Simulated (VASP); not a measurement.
# Ta2N (P-3m1) in VASP: further runs

Runs on Ta2N. Level: PBE. Tasks: single point.

All numbers are computed with VASP 6.6.1; they aren't measurements. Logs are shortened: lines on timing, memory, paths and dates and some standing lists are left out, and cuts for length are marked.

## Step 1: The crystal as given

Symmetry: P-3m1, No. 164, trigonal system. Conventional cell: a = 3.113 Å, b = 3.113 Å, c = 4.870 Å, α = 90.00°, β = 90.00°, γ = 120.00°. Ta (site symmetry 3m) has 3 N at 2.18 Å as nearest neighbours. N (site symmetry -3m) is surrounded by 6 Ta at 2.18 Å.

The cell comes from a database or a generator and needn't be the stable form of this composition.

## Step 2: Single point, PBE

The input, INCAR:

```
ADDGRID = False ; ALGO = Normal
EDIFF = 1E-7 ; ENCUT = 650
GGA = PE ; ISIF = 2
ISMEAR = 0 ; LASPH = True
LCHARG = False ; LREAL = False
LWAVE = False ; NELM = 100
PREC = Accurate ; SIGMA = 0.05
```

The input, KPOINTS:

```
k-points
0
Gamma
  10 10 6
```

The input, POSCAR:

```
Ta2N
1.0
    3.1128615060      0.0000000000      0.0000000000
   -1.5564307530      2.6958171426      0.0000000000
    0.0000000000      0.0000000000      4.8698410000
Ta N
2 1
Direct
    0.3333333333      0.6666666667      0.2547110000
    0.6666666667      0.3333333333      0.7452890000
    0.0000000000      0.0000000000      0.0000000000
```

Potentials or basis: VASP PAW PBE potentials, release 64 (Ta_pv, N).

Run with:

```console
> cat potpaw_PBE.64/Ta_pv/POTCAR potpaw_PBE.64/N/POTCAR > POTCAR
> mpirun -np 1 vasp_std > vasp.out
```

OUTCAR:

```text
EDIFF = 1E-7
   ENCUT = 650
   GGA = PE
   ISIF = 2
   ISMEAR = 0
   LASPH = True
   LREAL = False
   NELM = 100
   PREC = Accurate

 Found     72 irreducible k-points:

 Following reciprocal coordinates:
            Coordinates               Weight
  0.000000  0.000000  0.000000      1.000000
  0.100000 -0.000000  0.000000      6.000000
  0.200000 -0.000000  0.000000      6.000000
  0.300000 -0.000000  0.000000      6.000000
  0.400000 -0.000000  0.000000      6.000000
  0.500000  0.000000  0.000000      3.000000
   k-points           NKPTS =     72   k-points in BZ     NKDIM =     72   number of bands    NBANDS=     17
   number of dos      NEDOS =    301   number of ions     NIONS =      3
   total plane-waves  NPLWV =  31360
   dimension x,y,z NGX =    28 NGY =   28 NGZ =   40
   dimension x,y,z NGXF=    56 NGYF=   56 NGZF=   80
   ions per type =               2   1
   NGX,Y,Z   is equivalent  to a cutoff of  14.95, 14.95, 13.66 a.u.
   NGXF,Y,Z  is equivalent  to a cutoff of  29.91, 29.91, 27.31 a.u.
 SYSTEM =  unknown system
   PREC   = accura    normal or accurate (medium, high low for compatibility)
   ISTART =      0    job   : 0-new  1-cont  2-samecut
   ICHARG =      2    charge: 1-file 2-atom 10-const
   ISPIN  =      1    spin polarized calculation?
   LNONCOLLINEAR =      F non collinear calculations
   LSORBIT =      F    spin-orbit coupling
   LASPH  =      T    aspherical Exc in radial PAW
   ENCUT  =  650.0 eV  47.77 Ry    6.91 a.u.   6.47  6.47 10.12*2*pi/ulx,y,z
   NELM   =    100;   NELMIN=  2; NELMDL= -5     # of ELM steps
   EDIFF  = 0.1E-06   stopping-criterion for ELM
   LREAL  =      F    real-space projection
   EDIFFG = 0.1E-05   stopping-criterion for IOM
   NSW    =      0    number of steps for IOM
   IBRION =     -1    ionic relax: 0-MD 1-quasi-New 2-CG
   NFREE  =      0    steps in history (QN), initial steepest desc. (CG)
   ISIF   =      2    stress and relaxation
   ISYM   =      2    0-nonsym 1-usesym 2-fastsym
   POTIM  = 0.5000    time-step for ionic-motion
   TEBEG  =    0.0;   TEEND  =   0.0 temperature during run
   PSTRESS=    0.0 pullay stress
   NELECT =      27.0000    total number of electrons
   NUPDOWN=      -1.0000    fix difference up-down
   EMIN   =  10.00;   EMAX   =-10.00  energy-range for DOS
   EFERMI =   0.00;   METHOD = LEGACY
   ISMEAR =     0;   SIGMA  =   0.05  broadening in eV -4-tet -1-fermi 0-gaus
   EFERMI_NEDOS =   21; number of points for ismear=-14 and -15
   IALGO  =     38    algorithm
   IMIX   =      4    mixing-type and parameters
     AMIX     =   0.40;   BMIX     =  1.00
     AMIX_MAG =   1.60;   BMIX_MAG =  1.00
  volume/ion in A,a.u.               =      13.62        91.93
  Fermi-wavevector in a.u.,A,eV,Ry     =   1.425852  2.694469 27.661374  2.033054
  Thomas-Fermi vector in A             =   2.546192
   LORBIT       =      0    0 simple, 1 ext, 2 COOP (PROOUT), +10 PAW based schemes
   GGA     = PE    functional components
   LHFCALC =     F    Hartree Fock is set to
   AEXX    =    0.0000 exact exchange contribution
   IVDW    =     0    specifies the selected vdW correction
   LEPSILON=     F    determine dielectric tensor
   LRPA    =     F    only Hartree local field effects (RPA)
 non-spin polarized calculation
 Gauss-broadening in eV      SIGMA  =   0.05
  energy-cutoff  :      650.00
  volume of cell :       40.87
 maximum number of plane-waves:      1568
 NGX is ok and might be reduce to    28
   NGX = 13   NGY = 13   NGZ = 21

 number of electron      26.9999997 magnetization

 Free energy of the ion-electron system (eV)
  ---------------------------------------------------
  ext. energy  EPLUGINS =         0.00000000
  ---------------------------------------------------
  free energy    TOTEN  =       -34.38226379 eV

  energy without entropy =      -34.37923090  energy(sigma->0) =      -34.38074735

 E-fermi :   7.4687     XC(G=0): -12.8464

 val. band max:        7.4585188978   @ k =  -0.1000   0.4000   0.1667
 cond. band min:       7.4722894204   @ k =   0.0000   0.3000   0.3333
 fundamental gap:      0.0137705226
 Fermi energy:         7.4686517993

 k-point     1 :       0.0000    0.0000    0.0000
  band No.  band energies     occupation
      1     -28.2218      2.00000
      2     -27.5113      2.00000
      3     -27.5113      2.00000
      4     -27.3862      2.00000
      5     -27.3862      2.00000
      6     -27.2682      2.00000
[... 9 lines left out ...]
     16       7.7454      0.00000
     17       7.7454      0.00000

 k-point     2 :       0.1000   -0.0000    0.0000
  band No.  band energies     occupation
      1     -28.1925      2.00000
      2     -27.5694      2.00000
      3     -27.5323      2.00000
      4     -27.4444      2.00000
      5     -27.3909      2.00000
      6     -27.2797      2.00000
[... 9 lines left out ...]
     16       7.5127      0.21279
     17       8.7260      0.00000

 k-point     3 :       0.2000   -0.0000    0.0000
  band No.  band energies     occupation
      1     -28.1107      2.00000
      2     -27.7220      2.00000
      3     -27.5890      2.00000
      4     -27.5833      2.00000
      5     -27.4067      2.00000
      6     -27.3156      2.00000
[... 9 lines left out ...]
     16       8.3054      0.00000
     17       9.1141      0.00000

 k-point     4 :       0.3000   -0.0000    0.0000
  band No.  band energies     occupation
      1     -28.0005      2.00000
      2     -27.9045      2.00000
      3     -27.7551      2.00000
      4     -27.6418      2.00000
      5     -27.4301      2.00000
      6     -27.3765      2.00000
[... 9 lines left out ...]
     16       9.4881      0.00000
     17       9.5698      0.00000

 k-point     5 :       0.4000   -0.0000    0.0000
  band No.  band energies     occupation
      1     -28.0724      2.00000
      2     -27.8843      2.00000
      3     -27.8606      2.00000
      4     -27.6869      2.00000
      5     -27.4532      2.00000
      6     -27.4508      2.00000
[... 9 lines left out ...]
     16      10.4727      0.00000
     17      10.7441      0.00000

 k-point     6 :       0.5000    0.0000    0.0000
  band No.  band energies     occupation
      1     -28.1287      2.00000
      2     -27.9303      2.00000
      3     -27.7997      2.00000
      4     -27.7036      2.00000
      5     -27.4991      2.00000
      6     -27.4590      2.00000
[... 9 lines left out ...]
     16      11.1610      0.00000
     17      11.5168      0.00000

 [... further k-points ...]

------------------------ aborting loop because EDIFF is reached ----------------------------------------

  FORCE on cell =-STRESS in cart. coord.  units (eV):
  Direction    XX          YY          ZZ          XY          YZ          ZX
  --------------------------------------------------------------------------------------
  -------------------------------------------------------------------------------------
  Total       -0.3463190     -0.3463190     -0.0112440      0.0000000      0.0000000      0.0000000
  in kB      -13.5775665    -13.5775665     -0.4408255      0.0000000      0.0000000      0.0000000
  external PRESSURE =      -9.1986528 kB  Pullay stress =       0.0000000 kB

 VOLUME and BASIS-vectors are now :
 -----------------------------------------------------------------------------
  energy-cutoff  :      650.00
  volume of cell :       40.87
      direct lattice vectors                 reciprocal lattice vectors
     3.112861506  0.000000000  0.000000000     0.321247829  0.185472520  0.000000000
    -1.556430753  2.695817143  0.000000000     0.000000000  0.370945041  0.000000000
     0.000000000  0.000000000  4.869841000     0.000000000  0.000000000  0.205345513

 POSITION                                       TOTAL-FORCE (eV/Angst)
 -----------------------------------------------------------------------------------
     -0.00000      1.79721      1.24040        -0.000000      0.000000      0.049239
      1.55643      0.89861      3.62944         0.000000     -0.000000     -0.049239
      0.00000      0.00000      0.00000         0.000000      0.000000      0.000000
 -----------------------------------------------------------------------------------
    total drift:                                0.000000     -0.000000     -0.000000

  FREE ENERGIE OF THE ION-ELECTRON SYSTEM (eV)
  ---------------------------------------------------
  free  energy   TOTEN  =       -34.3822637887 eV

  energy  without entropy=      -34.3792309014  energy(sigma->0) =      -34.38074735
```

It took 85 s on 1 thread of AMD EPYC 7R43 (Zen 3), shared host; peak memory 0.2 GiB.

These settings aren't checked as converged: the numbers below hold their error.

Results:

* Free energy: -34.3823 eV
* Pressure: -0.9 GPa
* Largest force: 0.049 eV/Å
* Band gap on the k mesh: none (metal or under the smearing width)

## Step 3: Single point, PBE

INCAR: that of step 2 with these lines changed.

```diff
@@ -1,3 +1,3 @@
 ADDGRID = False ; ALGO = Normal
-EDIFF = 1E-7 ; ENCUT = 650
+EDIFF = 1E-7 ; ENCUT = 520
 GGA = PE ; ISIF = 2
```

The input, KPOINTS:

```
k-points
0
Gamma
  12 12 7
```

POSCAR is that of step 2.

Potentials or basis: VASP PAW PBE potentials, release 64 (Ta_pv, N).

Run with:

```console
> cat potpaw_PBE.64/Ta_pv/POTCAR potpaw_PBE.64/N/POTCAR > POTCAR
> mpirun -np 1 vasp_std > vasp.out
```

It took 95 s on 1 thread of AMD EPYC 7R43 (Zen 3), shared host; peak memory 0.16 GiB.

These settings aren't checked as converged: the numbers below hold their error.

What came out:

```
Free energy            : -34.3820 eV
Pressure               : -0.9 GPa
Largest force          : 0.071 eV/Å
Band gap on the k mesh : none (metal or under the smearing width)
```

## Step 4: For comparison

An earlier run on the cell as given: functional PBE; potentials or basis VASP PAW PBE potentials, release 64 (Ta_pv, N); cutoff 520 eV; k mesh 10 × 10 × 6; occupations fermi-dirac, width 0.05 eV; no spin polarisation.

- Pressure: -0.8 GPa
- Largest force: 0.027 eV/Å
- Band gap on the k mesh: none (metal or under the smearing width)
